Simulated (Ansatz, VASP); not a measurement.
**Ta in VASP and in Ansatz**

```
Ta
1.0
    -1.65666    1.65666    1.65666
     1.65666   -1.65666    1.65666
     1.65666    1.65666   -1.65666
Ta
1
Direct
  0.00000 0.00000 0.00000
```

Alike in both runs: functional r2SCAN; k mesh 8 × 8 × 8; no spin polarisation.

Ansatz relaxed the structure, and its values are those at the end. VASP's run is a single point on that final structure, the one shown.

|  | VASP | Ansatz |
| --- | --- | --- |
| version | VASP 6.6.1 | Ansatz 0.2.0 |
| potentials or method | VASP PAW PBE potentials, release 64 (Ta_pv) | PAW plane waves |
| plane-wave cutoff (eV) | 520 | 500 |
| occupations | tetrahedron | tetrahedron-uncorrected |
| valence electrons in the cell | 11 | 13 |

Ansatz gave:

| Quantity | Value |
| --- | --- |
| gap on the k mesh at the Fermi level (eV) | none |
| pressure (GPa) | 0.0 |

Estimate VASP's values.

gap on the k mesh at the Fermi level (eV): none; pressure (GPa): 0.6.

A gap of «none» marks a metal or a gap that the smearing closes. The two sets of potentials don't hold the same shells in valence. Ansatz warned: «band_table_not_solved_further».

Caveats: the PAW data sets were made with another functional, which shifts forces and pressure a little (VASP). Spin-orbit coupling is left out, which matters for the levels of Ta.
